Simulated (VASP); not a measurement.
**Mg: relaxation of shape and atoms at fixed volume with PBE**

The system is Mg.

```xyz
2
Lattice="3.2221 0.0000 0.0000 -1.6111 2.7904 0.0000 0.0000 0.0000 5.2801" Properties=species:S:1:pos:R:3 pbc="T T T"
Mg    0.0000    1.8603    1.3200
Mg    1.6111    0.9301    3.9600
```

The cell isn't the ideal one: a relaxed cell with its volume scaled by 1.04.

| Item | Value |
| --- | --- |
| Program | VASP 6.6.1 |
| Task | relaxation of shape and atoms at fixed volume |
| Functional | PBE |
| Potentials or basis | VASP PAW PBE potentials, release 64 (Mg) |
| Cutoff | 300 eV |
| k mesh | 8 × 8 × 4 |
| Occupations | methfessel-paxton, width 0.1 eV |
| Spin | no spin polarisation |
| Further INCAR settings | ALGO = Fast; EDIFF = 1e-07; IBRION = 2; EDIFFG = -0.01; NSW = 40; ISIF = 4 |

The pressure after relaxing is -1.4 GPa. The band gap on the k mesh is none (metal or under the smearing width).

Final structure:
```
Mg
1.0
     3.22210    0.00000    0.00000
    -1.61105    2.79042    0.00000
     0.00000    0.00000    5.28005
Mg
2
Direct
  0.33333 0.66667 0.25000
  0.66667 0.33333 0.75000
```

Levels at points of the mesh, in eV from the Fermi level:
```csv
k point,band 1,band 2,band 3,band 4,band 5,band 6
"(0.00, 0.00, 0.00)",-6.65,-1.53,-1.18,10.99,10.99,11.06
"(0.50, 0.00, 0.00)",-1.93,-1.92,2.74,3.13,3.27,3.71
"(0.00, 0.00, 0.50)",-5.30,-5.30,4.94,4.94,11.72,11.72
"(0.50, 0.00, 0.50)",-0.91,-0.91,-0.30,-0.30,8.08,8.08
```

Wall time 4.5 s on 1 thread of AMD EPYC 7R13 Processor (Zen 3), on a shared host, peak memory 0.09 GiB.

Caveat: the relaxation stopped at its first step, so nothing moved.
